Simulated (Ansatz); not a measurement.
# Te2Mo: the cost of one run

Computed with Ansatz 0.2.0 (DFT PBE, scalar-relativistic, plane waves, PAW, unless a step's input says otherwise).

2 further runs of the same task are left out: 2 set aside as unsound or not needed. Runs told in other sessions of the task aren't counted.

**1. The system as given**

It takes space group P6_3/mmc (No. 194, hexagonal). The conventional cell has a = 3.557 Å, b = 3.557 Å, c = 15.205 Å, α = 90.00°, β = 90.00°, γ = 120.00°. Te (site symmetry 3m) is surrounded by 3 Mo at 2.74 Å. Mo (site symmetry -6m2) is surrounded by 6 Te at 2.74 Å.

Coordinates:

```cif
data_structure
_symmetry_space_group_name_H-M 'P 1'
_symmetry_Int_Tables_number 1
_cell_length_a 3.5571
_cell_length_b 3.5571
_cell_length_c 15.2047
_cell_angle_alpha 90.000
_cell_angle_beta 90.000
_cell_angle_gamma 60.000
_cell_volume 166.61
loop_
_atom_site_label
_atom_site_type_symbol
_atom_site_fract_x
_atom_site_fract_y
_atom_site_fract_z
_atom_site_occupancy
Te1 Te 0.66667 0.66667 0.63109 1
Te2 Te 0.33333 0.33333 0.13109 1
Te3 Te 0.66667 0.66667 0.86891 1
Te4 Te 0.33333 0.33333 0.36891 1
Mo1 Mo 0.66667 0.66667 0.25000 1
Mo2 Mo 0.33333 0.33333 0.75000 1
```

This cell was relaxed beforehand with the same method: volume 27.77 Å³/atom, gap on the mesh 1.00 eV.

**2. The reference cell**

Reference values: F = -37833.4829 eV; pressure 0.01 GPa; largest force 0.001 eV/Å; gap on the mesh 1.03 eV. It was computed beforehand with the settings of the runs below.

**3. The scan: sliding across a plane**

The cut lies on the cell's a–b face, a (0 0 1) plane of area 10.96 Å², between layers 3.99 Å apart (Te below, Te above); the cell is 15.2 Å thick. Vector c is tilted by f times 1·a + 1·b (length 6.161 Å) with the atoms' Cartesian places fixed: one unrelaxed fault per cell.

**4. At f = 0.167**

File input.yaml:

```yaml
crystal:
  lattice:
    - [-1.7785332447, -3.0805099428, 0.0]
    - [1.7785332447, -3.0805099428, 0.0]
    - [0.0, -1.0270420149, 15.2047171722]
  atoms:
    - { symbol: Te, position: [0.6448132397, 0.6448132397, 0.1310943429] }
    - { symbol: Te, position: [0.2281299064, 0.2281299064, 0.6310943429] }
    - { symbol: Te, position: [0.6051700936, 0.6051700936, 0.3689056571] }
    - { symbol: Te, position: [0.1884867603, 0.1884867603, 0.8689056571] }
    - { symbol: Mo, position: [0.5416416667, 0.5416416667, 0.75] }
    - { symbol: Mo, position: [0.2916583333, 0.2916583333, 0.25] }
basis:
  ecutwfc: 420
kpoints:
  mp_grid: { grid: [9, 9, 2] }
hamiltonian:
  xc: pbe
scf:
  occupations: { method: gaussian, width: 0.05 }
output:
  forces: true
  stress: true
  eigenvalues: true
```

Launch:

```bash
ansatz run input.yaml --threads 2 --pin off --max-ram 5120MiB --backend cpu --events-out ev --progress --plain --runs-dir out
```

What time and memory should one allow on 2 threads of Arm Neoverse V2, shared host?

About 12 s, with a peak of 0.63 GiB.
